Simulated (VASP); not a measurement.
Computed with r2SCAN meta-GGA, VASP's PBE PAW potentials (set 64) (plane waves; VASP).

Input for VASP

### INCAR
```
# general
SYSTEM   =  CsCl(110) slab
PREC     =  Normal
ENCUT    =  400   # plane-wave cut-off (eV)
LREAL    =  F
LASPH    =  T   # aspherical one-centre terms

# electronic loop
EDIFF    =  1E-5   # SCF stop (eV)
NELM     =  100   # most electronic steps
NELMIN   =  4
ALGO     =  Normal
LMAXMIX  =  4   # l cut-off of mixed one-centre charges
LMIXTAU  =  T

# smearing
ISMEAR   =  0   # Gaussian
SIGMA    =  0.05   # width (eV)

# functional
METAGGA  =  R2SCAN

# ions
IBRION   =  2   # conjugate gradients
NSW      =  50   # most ionic steps
ISIF     =  2
EDIFFG   =  -0.03

# output
LWAVE    =  T
LCHARG   =  F

# other
LDIPOL   =  T
IDIPOL   =  3
DIPOL    =  0.5 0.5 0.5
```

KPOINTS:
```
Automatic mesh
0
Gamma
4 5 1
0 0 0
```

**POSCAR**
```
CsCl(110) slab
1.0
  5.8563540347   0.0000000000   0.0000000000
  0.0000000000   4.1410675635   0.0000000000
  0.0000000000   0.0000000000  26.7894103639
Cs Cl
4 4
Direct
  0.2500000000   0.0000000000   0.3360450000
  0.7500000000   0.0000000000   0.4453480000
  0.2500000000   0.0000000000   0.5546520000
  0.7500000000   0.0000000000   0.6639550000
  0.7500000000   0.5000000000   0.3360450000
  0.2500000000   0.5000000000   0.4453480000
  0.7500000000   0.5000000000   0.5546520000
  0.2500000000   0.5000000000   0.6639550000
```

POTCAR, in this order: Cs_sv Cl (PBE.64 set). Program: vasp_std.

The resulting files:

### OUTCAR
```
 ion  position               nearest neighbor table
   1  0.250  0.000  0.336-
   2  0.750  0.000  0.445-
   3  0.250  0.000  0.555-
   4  0.750  0.000  0.664-
   5  0.750  0.500  0.336-
   6  0.250  0.500  0.445-
   7  0.750  0.500  0.555-
   8  0.250  0.500  0.664-
  LATTYP: Found a simple orthorhombic cell.
 ALAT       =     4.1410675635
 B/A-ratio  =     1.4142135922
 C/A-ratio  =     6.4692038836
 Subroutine PRICEL returns:
 Original cell was already a primitive cell.
 Subroutine GETGRP returns: Found  8 space group operations
The static configuration has the point symmetry C_2h.
 The point group associated with its full space group is D_2h.
The dynamic configuration has the point symmetry C_2h.
 Subroutine INISYM returns: Found  8 space group operations
 Subroutine IBZKPT returns following result:
 Found      9 irreducible k-points:

 Following reciprocal coordinates:
            Coordinates               Weight
  0.000000  0.000000  0.000000      1.000000
  0.250000  0.000000  0.000000      2.000000
  0.500000  0.000000  0.000000      1.000000
  0.000000  0.200000  0.000000      2.000000
  0.250000  0.200000  0.000000      4.000000
  0.500000  0.200000  0.000000      2.000000
  0.000000  0.400000  0.000000      2.000000
  0.250000  0.400000  0.000000      4.000000
  0.500000  0.400000  0.000000      2.000000
   k-points           NKPTS =      9   k-points in BZ     NKDIM =      9   number of bands    NBANDS=     38
   number of dos      NEDOS =    301   number of ions     NIONS =      8
   total plane-waves  NPLWV =  84000
   dimension x,y,z NGX =    30 NGY =   20 NGZ =  140
   dimension x,y,z NGXF=    60 NGYF=   40 NGZF=  280
   ions per type =               4   4
...
```

**OSZICAR**
```
...
DAV:  28    -0.141078010894E+03   -0.76179E-01   -0.36181E-03   762   0.432E-01    0.388E-01
DAV:  29    -0.141050443294E+03    0.27568E-01   -0.45378E-04   744   0.147E-01    0.393E-01
DAV:  30    -0.140974711776E+03    0.75732E-01   -0.34931E-03   696   0.419E-01    0.404E-01
DAV:  31    -0.141213506300E+03   -0.23879E+00   -0.30618E-02   696   0.124E+00    0.343E-01
DAV:  32    -0.141445645524E+03   -0.23214E+00   -0.72528E-02   726   0.226E+00    0.318E-01
DAV:  33    -0.141450480635E+03   -0.48351E-02   -0.61933E-04   786   0.134E-01    0.297E-01
DAV:  34    -0.141442061733E+03    0.84189E-02   -0.35983E-04   750   0.160E-01    0.289E-01
DAV:  35    -0.141444748723E+03   -0.26870E-02   -0.83142E-05   750   0.757E-02    0.286E-01
DAV:  36    -0.141489073944E+03   -0.44325E-01   -0.11222E-02   684   0.929E-01    0.262E-01
DAV:  37    -0.141503828974E+03   -0.14755E-01   -0.95780E-03   726   0.829E-01    0.211E-01
DAV:  38    -0.141508834665E+03   -0.50057E-02   -0.12246E-03   792   0.294E-01    0.202E-01
DAV:  39    -0.141509364876E+03   -0.53021E-03   -0.50116E-05   724   0.489E-02    0.202E-01
DAV:  40    -0.141512657403E+03   -0.32925E-02   -0.96362E-04   684   0.265E-01    0.177E-01
DAV:  41    -0.141508960501E+03    0.36969E-02   -0.10878E-02   684   0.834E-01    0.819E-02
DAV:  42    -0.141510419208E+03   -0.14587E-02   -0.23393E-04   856   0.850E-02    0.667E-02
DAV:  43    -0.141510283780E+03    0.13543E-03   -0.94467E-06   498   0.220E-02    0.674E-02
DAV:  44    -0.141508655357E+03    0.16284E-02   -0.81771E-04   696   0.239E-01    0.659E-02
DAV:  45    -0.141508403086E+03    0.25227E-03   -0.13407E-05   520   0.276E-02    0.663E-02
DAV:  46    -0.141505805809E+03    0.25973E-02   -0.15719E-03   696   0.309E-01    0.518E-02
DAV:  47    -0.141507154220E+03   -0.13484E-02   -0.10487E-03   696   0.237E-01    0.559E-02
DAV:  48    -0.141506879630E+03    0.27459E-03   -0.54742E-05   708   0.541E-02    0.567E-02
DAV:  49    -0.141509013520E+03   -0.21339E-02   -0.56934E-04   696   0.194E-01    0.491E-02
DAV:  50    -0.141506014293E+03    0.29992E-02   -0.14453E-03   696   0.300E-01    0.581E-02
DAV:  51    -0.141505995450E+03    0.18843E-04   -0.59940E-04   696   0.194E-01    0.550E-02
DAV:  52    -0.141505417088E+03    0.57836E-03   -0.39732E-05   662   0.444E-02    0.497E-02
DAV:  53    -0.141505532308E+03   -0.11522E-03   -0.17820E-04   696   0.110E-01    0.422E-02
DAV:  54    -0.141504966776E+03    0.56553E-03   -0.12597E-04   696   0.826E-02    0.311E-02
DAV:  55    -0.141505206859E+03   -0.24008E-03   -0.10461E-04   696   0.849E-02    0.295E-02
DAV:  56    -0.141504988278E+03    0.21858E-03   -0.10626E-04   696   0.838E-02    0.310E-02
DAV:  57    -0.141505003004E+03   -0.14726E-04   -0.11996E-06   492   0.890E-03    0.309E-02
DAV:  58    -0.141504985954E+03    0.17049E-04   -0.76035E-07   450   0.696E-03    0.308E-02
DAV:  59    -0.141505244197E+03   -0.25824E-03   -0.78532E-06   408   0.211E-02    0.306E-02
DAV:  60    -0.141505202245E+03    0.41953E-04   -0.71986E-06   408   0.224E-02    0.299E-02
DAV:  61    -0.141506504391E+03   -0.13021E-02   -0.13235E-03   684   0.294E-01    0.258E-02
DAV:  62    -0.141506304658E+03    0.19973E-03   -0.20918E-04   756   0.113E-01    0.218E-02
DAV:  63    -0.141505243833E+03    0.10608E-02   -0.37608E-04   684   0.158E-01    0.142E-02
DAV:  64    -0.141505260163E+03   -0.16330E-04   -0.11309E-04   684   0.875E-02    0.112E-02
DAV:  65    -0.141504811130E+03    0.44903E-03   -0.91991E-05   684   0.800E-02    0.802E-03
DAV:  66    -0.141504680171E+03    0.13096E-03   -0.47018E-04   684   0.175E-01    0.582E-03
DAV:  67    -0.141504843519E+03   -0.16335E-03   -0.93012E-05   684   0.812E-02    0.581E-03
DAV:  68    -0.141504949874E+03   -0.10635E-03   -0.12914E-05   516   0.292E-02    0.569E-03
DAV:  69    -0.141504994263E+03   -0.44389E-04   -0.91473E-06   456   0.260E-02    0.590E-03
DAV:  70    -0.141504954945E+03    0.39318E-04   -0.16126E-05   484   0.339E-02    0.620E-03
DAV:  71    -0.141504846633E+03    0.10831E-03   -0.16000E-04   684   0.104E-01    0.106E-02
DAV:  72    -0.141504829670E+03    0.16963E-04   -0.64289E-07   504   0.512E-03    0.106E-02
DAV:  73    -0.141504748174E+03    0.81496E-04   -0.73336E-06   404   0.225E-02    0.106E-02
DAV:  74    -0.141504790872E+03   -0.42698E-04   -0.10556E-06   396   0.664E-03    0.107E-02
DAV:  75    -0.141504709507E+03    0.81365E-04   -0.25911E-06   396   0.129E-02    0.106E-02
DAV:  76    -0.141504799884E+03   -0.90377E-04   -0.87689E-05   684   0.742E-02    0.110E-02
DAV:  77    -0.141504657489E+03    0.14239E-03   -0.33309E-05   548   0.490E-02    0.110E-02
DAV:  78    -0.141504652588E+03    0.49012E-05   -0.43015E-05   580   0.564E-02
   1 F= -.14150465E+03 E0= -.14150465E+03  d E =-.141505E+03
       N       E                     dE             d eps       ncg     rms          rms(c)
DAV:   1    -0.141505599256E+03   -0.94177E-03   -0.83268E-02   716   0.114E+00    0.838E-02
DAV:   2    -0.141506046434E+03   -0.44718E-03   -0.36273E-03   684   0.346E-01    0.259E-02
DAV:   3    -0.141505757733E+03    0.28870E-03   -0.41699E-04   684   0.152E-01    0.288E-02
DAV:   4    -0.141505717766E+03    0.39967E-04   -0.98871E-05   684   0.754E-02    0.135E-02
DAV:   5    -0.141505841652E+03   -0.12389E-03   -0.11175E-04   684   0.867E-02    0.111E-02
DAV:   6    -0.141505763999E+03    0.77654E-04   -0.33845E-05   588   0.457E-02    0.345E-03
DAV:   7    -0.141505957261E+03   -0.19326E-03   -0.59248E-05   660   0.627E-02    0.182E-03
DAV:   8    -0.141505940726E+03    0.16535E-04   -0.30707E-05   548   0.480E-02    0.145E-03
DAV:   9    -0.141506050511E+03   -0.10979E-03   -0.32653E-05   548   0.460E-02    0.120E-03
DAV:  10    -0.141506102815E+03   -0.52304E-04   -0.12881E-05   468   0.303E-02    0.107E-03
DAV:  11    -0.141506102043E+03    0.77159E-06   -0.41968E-05   564   0.535E-02
   2 F= -.14150610E+03 E0= -.14150610E+03  d E =-.144946E-02
       N       E                     dE             d eps       ncg     rms          rms(c)
DAV:   1    -0.141505065251E+03    0.10376E-02   -0.74866E-01   722   0.342E+00    0.272E-01
DAV:   2    -0.141504501437E+03    0.56381E-03   -0.25124E-02   714   0.721E-01    0.724E-02
DAV:   3    -0.141508203191E+03   -0.37018E-02   -0.18916E-03   684   0.283E-01    0.810E-02
DAV:   4    -0.141508111227E+03    0.91964E-04   -0.32110E-04   744   0.990E-02    0.334E-02
DAV:   5    -0.141508216051E+03   -0.10482E-03   -0.68235E-04   684   0.166E-01    0.310E-02
DAV:   6    -0.141508290398E+03   -0.74347E-04   -0.19396E-04   684   0.983E-02    0.106E-02
DAV:   7    -0.141508365256E+03   -0.74858E-04   -0.63175E-05   684   0.673E-02    0.589E-03
DAV:   8    -0.141508301629E+03    0.63627E-04   -0.15414E-05   522   0.302E-02    0.270E-03
DAV:   9    -0.141508401000E+03   -0.99371E-04   -0.24692E-05   500   0.396E-02    0.855E-04
DAV:  10    -0.141508424037E+03   -0.23037E-04   -0.15398E-05   468   0.324E-02    0.165E-03
DAV:  11    -0.141508419800E+03    0.42374E-05   -0.83682E-07   468   0.765E-03
   3 F= -.14150842E+03 E0= -.14150842E+03  d E =-.376721E-02
       N       E                     dE             d eps       ncg     rms          rms(c)
DAV:   1    -0.141495815626E+03    0.12608E-01   -0.29966E+00   716   0.684E+00    0.549E-01
DAV:   2    -0.141496690166E+03   -0.87454E-03   -0.96730E-02   730   0.141E+00    0.151E-01
DAV:   3    -0.141509082113E+03   -0.12392E-01   -0.63283E-03   684   0.534E-01    0.162E-01
DAV:   4    -0.141508172116E+03    0.91000E-03   -0.11959E-03   708   0.186E-01    0.694E-02
DAV:   5    -0.141509783369E+03   -0.16113E-02   -0.15220E-03   684   0.249E-01    0.568E-02
DAV:   6    -0.141509843993E+03   -0.60623E-04   -0.35049E-04   684   0.131E-01    0.177E-02
DAV:   7    -0.141509903384E+03   -0.59391E-04   -0.14339E-04   684   0.901E-02    0.824E-03
DAV:   8    -0.141509886261E+03    0.17123E-04   -0.40422E-05   672   0.461E-02    0.456E-03
DAV:   9    -0.141510038974E+03   -0.15271E-03   -0.52740E-05   610   0.485E-02    0.197E-03
DAV:  10    -0.141510048318E+03   -0.93444E-05   -0.38748E-06   462   0.164E-02
   4 F= -.14151005E+03 E0= -.14151005E+03  d E =-.539573E-02
```

OUTCAR:
```
------------------------ aborting loop because EDIFF is reached ----------------------------------------
  FORCE on cell =-STRESS in cart. coord.  units (eV):
  Direction    XX          YY          ZZ          XY          YZ          ZX
  --------------------------------------------------------------------------------------
  Total       -2.4300726      0.4027800     -0.3536148      0.0000000      0.0000000      0.0000000
  in kB       -5.9927622      0.9932891     -0.8720436      0.0000000      0.0000000      0.0000000
  external PRESSURE =      -1.9571722 kB  Pullay stress =       0.0000000 kB
  volume of cell :      649.68
      direct lattice vectors                 reciprocal lattice vectors
     5.856354035  0.000000000  0.000000000     0.170754704  0.000000000  0.000000000
     0.000000000  4.141067564  0.000000000     0.000000000  0.241483623  0.000000000
     0.000000000  0.000000000 26.789410364     0.000000000  0.000000000  0.037328183
 POSITION                                       TOTAL-FORCE (eV/Angst)
 -----------------------------------------------------------------------------------
      1.46409      0.00000      9.01944        -0.000000      0.000000     -0.001169
      4.39227      0.00000     11.90998        -0.000000      0.000000      0.011417
      1.46409      4.14107     14.87943        -0.000000      0.000000     -0.011417
      4.39227      4.14107     17.76997        -0.000000      0.000000      0.001169
      4.39227      2.07053      9.02129        -0.000000      0.000000      0.008065
      1.46409      2.07053     11.90007        -0.000000     -0.000000     -0.004919
      4.39227      2.07053     14.88934        -0.000000      0.000000      0.004919
      1.46409      2.07053     17.76812         0.000000      0.000000     -0.008065
 -----------------------------------------------------------------------------------
    total drift:                                0.000000      0.000000      0.000000
  FREE ENERGIE OF THE ION-ELECTRON SYSTEM (eV)
  ---------------------------------------------------
  free  energy   TOTEN  =      -141.5100483185 eV

  energy  without entropy=     -141.5100483185  energy(sigma->0) =     -141.51004832

 reached required accuracy - stopping structural energy minimisation
```
(Selected blocks of OUTCAR.)

**CONTCAR**
```
CsCl(110) slab
   1.00000000000000
     5.8563540346999998    0.0000000000000000    0.0000000000000000
     0.0000000000000000    4.1410675635000000    0.0000000000000000
     0.0000000000000000    0.0000000000000000   26.7894103639000001
  Cs              Cl
     4     4
Direct
     0.2500000000000000    0.0000000000000000    0.3366794106698144
     0.7500000000000000    0.0000000000000000    0.4445778346970965
     0.2500000000000000    1.0000000000000000    0.5554221653029034
     0.7500000000000000    1.0000000000000000    0.6633205893301857
     0.7500000000000000    0.5000000000000000    0.3367483885107208
     0.2500000000000000    0.5000000000000000    0.4442080381572276
     0.7500000000000000    0.5000000000000000    0.5557919618427724
     0.2500000000000000    0.5000000000000000    0.6632516114892792
```

The cell is a thin slab with vacuum, built from CsCl (CsCl type): (110) face.
